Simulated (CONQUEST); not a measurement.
**CuI (Marshite) under changes of volume**

One of the cells (27.859 Å³/atom); the others are scaled copies at fixed shape and fractional positions:

```
I Cu
1.0
     4.28719    0.00000    0.00000
     0.00000    4.28719    0.00000
     0.00000    0.00000    6.06300
I Cu
2 2
Cartesian
  0.0000 0.0000 0.0000
  2.1436 2.1436 3.0315
  0.0000 2.1436 1.5157
  2.1436 0.0000 4.5473
```

| Item | Value |
| --- | --- |
| Program | CONQUEST 1.3 |
| Functional | PBEsol |
| Potentials or basis | PseudoDojo NC PBEsol, DZP, grid of 48 × 48 × 64 points |
| k mesh | 6 × 6 × 5 |
| Occupations | fermi-dirac, width 0.05 eV |
| Spin | no spin polarisation |

```csv
volume (Å³/atom),energy over the lowest point (meV/atom),pressure (GPa),gap on the mesh (eV)
26.188,3.08,1.4,1.56
26.745,0.00,0.4,1.49
27.302,0.54,-0.6,1.42
27.859,4.02,-1.4,1.35
28.417,10.06,-2.1,1.29
28.974,18.35,-2.7,1.24
29.531,?,?,?
```

Task: What does the run at 29.531 Å³/atom give?

Result: Energy over the lowest point 28.75 meV/atom; pressure -3.3 GPa; gap on the mesh 1.18 eV.

Worked out: A Birch-Murnaghan fit of order 3 (a polynomial in V^(-2/3)) to the other rows has its minimum at 26.94 Å³/atom with B0 = V·E''(V) = 46 GPa and B' = 6.5. It gives 28.44 meV/atom at 29.531 Å³/atom, against the run's 28.75, and -dE/dV = -3.1 GPa, against -3.3. A straight line through the other rows of the gap, of slope -3.21 eV per unit of ln V, extrapolates to 1.17 eV, against the run's 1.18.

Energies are extrapolated to zero smearing.

Caveats: spin-orbit coupling is left out, which moves the levels of the heavy elements; an odd mesh through Γ misses points on the zone boundary, where band edges often lie; the basis of atomic orbitals isn't converged, which shifts pressures, moduli and gaps; the real-space grid breaks the cell's symmetry a little (some runs).
